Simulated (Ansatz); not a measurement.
Working through a convergence test of the plane-wave cutoff of InSe, space group R3m

With the Ansatz DFT code, driven from Python.

The cells in order, each with its output:

In [1]:
```python
import ansatz as az
from pymatgen.core import Lattice, Structure
from pymatgen.io.ase import AseAtomsAdaptor
```

In [2]:
```python
OCCUPATIONS = "Fermi-Dirac"
WIDTH_EV = 0.01
FUNCTIONAL = "r2scan"
KMESH = (6, 6, 6)
```

In [3]:
```python
pmg_structure = Structure(
    Lattice([[2.0, 1.154701, 8.44], [-2.0, 1.154701, 8.44], [0.0, -2.309401, 8.44]]),
    ["In", "In", "Se", "Se"],
    [
        [0.0, 0.0, 0.0],
        [0.1114, 0.1114, 0.1114],
        [0.6165, 0.6165, 0.6165],
        [0.8281, 0.8281, 0.8281],
    ],
)
crystal = az.Crystal.from_ase(AseAtomsAdaptor.get_atoms(pmg_structure))

base = (
    crystal.calculation()
    .occupations(OCCUPATIONS, width=WIDTH_EV)
    .functional(FUNCTIONAL)
    .kpoints(*KMESH)
    .stress()
)
```

In [4]:
```python
rows = []
for value in [250, 325, 400, 475]:
    report = base.basis(value).run().report
    rows.append((value, report["free_energy_ev"] / len(report["lattice"]["sites"]), report["n_iterations"], sum(report["stress_gpa"][i][i] for i in range(3)) / 3, report["n_pw"]))
```
```text
DeckWarning: basis.ecutwfc = 250 eV is below the records' recommended 500 eV, and the density's cutoff is lower with it unless basis.ecutrho_ratio is high enough to keep the records' density cutoff: compare with a run at a higher cutoff
DeckWarning: basis.ecutwfc = 325 eV is below the records' recommended 500 eV, and the density's cutoff is lower with it unless basis.ecutrho_ratio is high enough to keep the records' density cutoff: compare with a run at a higher cutoff
DeckWarning: basis.ecutwfc = 400 eV is below the records' recommended 500 eV, and the density's cutoff is lower with it unless basis.ecutrho_ratio is high enough to keep the records' density cutoff: compare with a run at a higher cutoff
DeckWarning: basis.ecutwfc = 475 eV is below the records' recommended 500 eV, and the density's cutoff is lower with it unless basis.ecutrho_ratio is high enough to keep the records' density cutoff: compare with a run at a higher cutoff
```

In [5]:
```python
print(" cutoff (eV)   F/atom (eV)    iterations       P (GPa)   plane waves")
for row in rows:
    print(f"{str(row[0]):>12s}  {row[1]:12.5f}  {row[2]:12d}  {row[3]:12.3f}  {row[4]:12d}")
```
```text
 cutoff (eV)   F/atom (eV)    iterations       P (GPa)   plane waves
         250   -5544.92952             7         1.245          1065
         325   -5545.63416             7         1.144          1567
         400   -5545.64527             7         1.123          2163
         475   -5545.64683             7         1.119          2753
```

In [6]:
```python
for row in rows[:-1]:
    shift = 1000 * (row[1] - rows[-1][1])
    print(f"{row[0]}: {shift:+.2f} meV/atom" + ("  (within 1 meV)" if abs(shift) < 1 else ""))
```
```text
250: +717.32 meV/atom
325: +12.67 meV/atom
400: +1.56 meV/atom
```

Of the deposited cell: the entry's cell lengths or inner coordinates differ somewhat from later room-temperature determinations. Pressure is positive in compression. The starting cell is as deposited in a crystallographic database; the results hold for this polymorph, which needn't be the stable one. Warnings are shown shortened and without file and line. Shifts are counted from the last row, which is itself no proven limit. It ran for 70 s on 1 thread of Intel(R) Xeon(R) Processor @ 2.30GHz (shared host), peak memory 0.86 GiB.
